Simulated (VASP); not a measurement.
# Ga (Im-3m) in VASP: notebook

The runs below take Ga through relaxation of cell and atoms, with r2SCAN, PBE, LDA.

Program: VASP 6.6.1. These are calculated values, not measurements. Logs are shortened: lines on timing, memory, paths and dates and some standing lists are left out, and cuts for length are marked.

## 1. Starting point

Symmetry: Im-3m, No. 229, cubic system. The conventional cell has a = 3.304 Å, b = 3.304 Å, c = 3.304 Å, α = 90.00°, β = 90.00°, γ = 90.00°. Ga (site symmetry m-3m) is surrounded by 8 Ga at 2.86 Å.

The cell was built by a generator and needn't be a form met in nature.

## 2. Relaxation of cell and atoms, r2SCAN

INCAR

```
SYSTEM = Ga
PREC = Accurate ; ENCUT = 600
EDIFF = 1E-6 ; ISMEAR = 1
SIGMA = 0.1 ; LREAL = .FALSE.
LASPH = .TRUE. ; NELM = 80
ALGO = Normal ; ISIF = 3
LWAVE = .FALSE. ; LCHARG = .FALSE.
METAGGA = R2SCAN ; LMIXTAU = .TRUE.
IBRION = 2 ; NSW = 90
EDIFFG = -0.01
```

KPOINTS

```
regular mesh
0
G
  16 16 16
  0 0 0
```

POSCAR

```
Ga
1.0
   -1.6518001400      1.6518001400      1.6518001400
    1.6518001400     -1.6518001400      1.6518001400
    1.6518001400      1.6518001400     -1.6518001400
Ga
1
Direct
    0.0000000000      0.0000000000      0.0000000000
```

Potentials or basis: VASP PAW PBE potentials, release 64 (Ga_d).

The run is started by

```bash
cat potpaw_PBE.64/Ga_d/POTCAR > POTCAR
mpirun -np 1 vasp_std > vasp.out
```

OUTCAR:

```text
SYSTEM = Ga
   PREC = Accurate
   ENCUT = 600
   EDIFF = 1E-6
   ISMEAR = 1
   LREAL = .FALSE.
   LASPH = .TRUE.
   NELM = 80
   ISIF = 3
   METAGGA = R2SCAN
   IBRION = 2
   NSW = 90
   EDIFFG = -0.01

 ion  position               nearest neighbor table
   1  0.000  0.000  0.000-

  LATTYP: Found a body centered cubic cell.
 ALAT       =     3.3036002800

  Lattice vectors:

 A1 = (  -1.6518001400,   1.6518001400,   1.6518001400)
 A2 = (   1.6518001400,  -1.6518001400,   1.6518001400)
 A3 = (   1.6518001400,   1.6518001400,  -1.6518001400)

Analysis of symmetry for initial positions (statically):
=====================================================================
 Subroutine PRICEL returns:
 Original cell was already a primitive cell.

 Routine SETGRP: Setting up the symmetry group for a
 body centered cubic supercell.

 Subroutine GETGRP returns: Found 48 space group operations
 (whereof 48 operations were pure point group operations)
 out of a pool of 48 trial point group operations.

The static configuration has the point symmetry O_h .

Analysis of symmetry for dynamics (positions and initial velocities):
=====================================================================
 Subroutine PRICEL returns:
 Original cell was already a primitive cell.

 Routine SETGRP: Setting up the symmetry group for a
 body centered cubic supercell.

 Subroutine GETGRP returns: Found 48 space group operations
 (whereof 48 operations were pure point group operations)
 out of a pool of 48 trial point group operations.

The dynamic configuration has the point symmetry O_h .

 Subroutine INISYM returns: Found 48 space group operations
 (whereof 48 operations are pure point group operations),
 and found     1 'primitive' translations

----------------------------------------------------------------------------------------

                                     Primitive cell

  volume of cell :      18.0274

  direct lattice vectors                    reciprocal lattice vectors
    -1.651800140  1.651800140  1.651800140     0.000000000  0.302700059  0.302700059
     1.651800140 -1.651800140  1.651800140     0.302700059  0.000000000  0.302700059
     1.651800140  1.651800140 -1.651800140     0.302700059  0.302700059  0.000000000

  length of vectors
     2.861001766  2.861001766  2.861001766     0.428082529  0.428082529  0.428082529

  position of ions in fractional coordinates (direct lattice)
     0.000000000  0.000000000  0.000000000

  ion indices of the primitive-cell ions
   primitive index   ion index
                 1           1

----------------------------------------------------------------------------------------

 KPOINTS: regular mesh

Automatic generation of k-mesh.
 Grid dimensions read from file:
 generate k-points for:   16   16   16

 Generating k-lattice:

  Cartesian coordinates                     Fractional coordinates (reciprocal lattice)
     0.000000000  0.018918754  0.018918754     0.062500000  0.000000000  0.000000000
     0.018918754  0.000000000  0.018918754     0.000000000  0.062500000  0.000000000
     0.018918754  0.018918754  0.000000000     0.000000000  0.000000000  0.062500000

  Length of vectors
     0.026755158  0.026755158  0.026755158

  Shift w.r.t. Gamma in fractional coordinates (k-lattice)
     0.000000000  0.000000000  0.000000000

[... 51 lines left out ...]
   LREAL  =      F    real-space projection
   EDIFFG = -.1E-01   stopping-criterion for IOM
   NSW    =     90    number of steps for IOM
   IBRION =      2    ionic relax: 0-MD 1-quasi-New 2-CG
   NFREE  =      1    steps in history (QN), initial steepest desc. (CG)
   ISIF   =      3    stress and relaxation
   ISYM   =      2    0-nonsym 1-usesym 2-fastsym
   POTIM  = 0.5000    time-step for ionic-motion
   TEBEG  =    0.0;   TEEND  =   0.0 temperature during run
   PSTRESS=    0.0 pullay stress
   NELECT =      13.0000    total number of electrons
   NUPDOWN=      -1.0000    fix difference up-down
   EMIN   =  10.00;   EMAX   =-10.00  energy-range for DOS
   EFERMI =   0.00;   METHOD = LEGACY
   ISMEAR =     1;   SIGMA  =   0.10  broadening in eV -4-tet -1-fermi 0-gaus
   EFERMI_NEDOS =   21; number of points for ismear=-14 and -15
   IALGO  =     38    algorithm
   IMIX   =      4    mixing-type and parameters
     AMIX     =   0.40;   BMIX     =  1.00
     AMIX_MAG =   1.60;   BMIX_MAG =  1.00
  volume/ion in A,a.u.               =      18.03       121.65
  Fermi-wavevector in a.u.,A,eV,Ry     =   1.468064  2.774240 29.323456  2.155213
  Thomas-Fermi vector in A             =   2.583607
   LORBIT       =      0    0 simple, 1 ext, 2 COOP (PROOUT), +10 PAW based schemes
   METAGGA = R2SCAN    functional components
   LHFCALC =     F    Hartree Fock is set to
   AEXX    =    0.0000 exact exchange contribution
   IVDW    =     0    specifies the selected vdW correction
   LEPSILON=     F    determine dielectric tensor
   LRPA    =     F    only Hartree local field effects (RPA)
 conjugate gradient relaxation of ions
 non-spin polarized calculation
 Methfessel and Paxton  Order N= 1 SIGMA  =   0.10
  energy-cutoff  :      600.00
  volume of cell :       18.03
 maximum number of plane-waves:       622
   NGX = 11   NGY = 11   NGZ = 11

--------------------------------------- Ionic step        1  -------------------------------------------

 number of electron      13.0000009 magnetization

 Free energy of the ion-electron system (eV)
  ---------------------------------------------------
  ext. energy  EPLUGINS =         0.00000000
  ---------------------------------------------------
  free energy    TOTEN  =       -11.26629237 eV

  energy without entropy =      -11.26566093  energy(sigma->0) =      -11.26608189

------------------------ aborting loop because EDIFF is reached ----------------------------------------

  FORCE on cell =-STRESS in cart. coord.  units (eV):
  Direction    XX          YY          ZZ          XY          YZ          ZX
  --------------------------------------------------------------------------------------
  -------------------------------------------------------------------------------------
  Total        0.0432536      0.0432536      0.0432536      0.0000000      0.0000000     -0.0000000
  in kB        3.8441508      3.8441508      3.8441508      0.0000000      0.0000000     -0.0000000
  external PRESSURE =       3.8441508 kB  Pullay stress =       0.0000000 kB

 VOLUME and BASIS-vectors are now :
 -----------------------------------------------------------------------------
  energy-cutoff  :      600.00
  volume of cell :       18.03
      direct lattice vectors                 reciprocal lattice vectors
    -1.651800140  1.651800140  1.651800140     0.000000000  0.302700059  0.302700059
     1.651800140 -1.651800140  1.651800140     0.302700059  0.000000000  0.302700059
     1.651800140  1.651800140 -1.651800140     0.302700059  0.302700059  0.000000000

 POSITION                                       TOTAL-FORCE (eV/Angst)
 -----------------------------------------------------------------------------------
      0.00000      0.00000      0.00000         0.000000      0.000000      0.000000
 -----------------------------------------------------------------------------------
    total drift:                                0.000000      0.000000     -0.000000

  FREE ENERGIE OF THE ION-ELECTRON SYSTEM (eV)
  ---------------------------------------------------
  free  energy   TOTEN  =       -11.2662923699 eV

  energy  without entropy=      -11.2656609337  energy(sigma->0) =      -11.26608189

--------------------------------------- Ionic step        2  -------------------------------------------

 number of electron      13.0000007 magnetization

 Free energy of the ion-electron system (eV)
  ---------------------------------------------------
  ext. energy  EPLUGINS =         0.00000000
  ---------------------------------------------------
  free energy    TOTEN  =       -11.26641230 eV

  energy without entropy =      -11.26576579  energy(sigma->0) =      -11.26619680

 E-fermi :   5.8271     XC(G=0): -12.4314

 val. band max:        5.8111393306   @ k =   0.2500   0.2500   0.1875
 cond. band min:       5.8409033321   @ k =  -0.3125  -0.4375   0.0625
 fundamental gap:      0.0297640016
 Fermi energy:         5.8270854062

 k-point     1 :       0.0000    0.0000    0.0000
  band No.  band energies     occupation
      1      -9.6942      2.00000
      2      -9.6941      2.00000
      3      -9.6941      2.00000
      4      -9.4786      2.00000
      5      -9.4786      2.00000
      6      -6.1453      2.00000
      7      19.6722      0.00000
      8      19.6722      0.00000
      9      19.6723      0.00000
     10      24.1659      0.00000
[... 287 lines left out ...]
 k-point    24 :       0.2500    0.1875    0.0000
  band No.  band energies     occupation
      1      -9.7579      2.00000
      2      -9.6869      2.00000
      3      -9.5129      2.00000
      4      -9.5067      2.00000
      5      -9.4370      2.00000
      6      -1.7882      2.00000
      7       7.3911     -0.00000
      8       9.4994      0.00000
      9      14.6149      0.00000
     10      21.0653      0.00000

 [... further k-points ...]

------------------------ aborting loop because EDIFF is reached ----------------------------------------

  FORCE on cell =-STRESS in cart. coord.  units (eV):
  Direction    XX          YY          ZZ          XY          YZ          ZX
  --------------------------------------------------------------------------------------
  -------------------------------------------------------------------------------------
  Total        0.0022941      0.0022941      0.0022941     -0.0000000      0.0000000      0.0000000
  in kB        0.2026197      0.2026197      0.2026197     -0.0000000      0.0000000      0.0000000
  external PRESSURE =       0.2026197 kB  Pullay stress =       0.0000000 kB

 VOLUME and BASIS-vectors are now :
 -----------------------------------------------------------------------------
  energy-cutoff  :      600.00
  volume of cell :       18.14
      direct lattice vectors                 reciprocal lattice vectors
    -1.655246900  1.655246900  1.655246900     0.000000000  0.302069740  0.302069740
     1.655246900 -1.655246900  1.655246900     0.302069740  0.000000000  0.302069740
     1.655246900  1.655246900 -1.655246900     0.302069740  0.302069740  0.000000000

 POSITION                                       TOTAL-FORCE (eV/Angst)
 -----------------------------------------------------------------------------------
      0.00000      0.00000      0.00000         0.000000      0.000000      0.000000
 -----------------------------------------------------------------------------------
    total drift:                                0.000000      0.000000     -0.000000

  FREE ENERGIE OF THE ION-ELECTRON SYSTEM (eV)
  ---------------------------------------------------
  free  energy   TOTEN  =       -11.2664122993 eV

  energy  without entropy=      -11.2657657899  energy(sigma->0) =      -11.26619680

 reached required accuracy - stopping structural energy minimisation
```

Run time: 1.8 min. Hardware: 1 thread of Intel Xeon Platinum 8488C (Sapphire Rapids), shared host; peak memory 0.17 GiB.

Results:

* Free energy: -11.2664 eV
* Relaxed volume: 18.14 Å³/atom
* Relaxed cell: a = 2.867 Å, b = 2.867 Å, c = 2.867 Å, α = 109.47°, β = 109.47°, γ = 109.47°
* Space group after relaxing (to 0.05 Å): Im-3m (No. 229)
* Energy gained by relaxing: 0.1 meV/atom
* Ionic steps: 2
* Pressure after relaxing: 0.0 GPa
* Band gap on the k mesh: none (metal or under the smearing width)

The path:
```csv
step,energy change (eV),largest force (eV/Å),pressure (GPa),volume (Å³)
1,0.0000,0.0000,0.38,18.03
2,-0.0001,0.0000,0.02,18.14
```

Final structure:
```
Ga
1.0
    -1.65525    1.65525    1.65525
     1.65525   -1.65525    1.65525
     1.65525    1.65525   -1.65525
Ga
1
Direct
  0.00000 0.00000 0.00000
```

Caveat: the PAW data sets were made with another functional, which shifts forces and pressure a little.

(Part 1 of 3 ends here.)
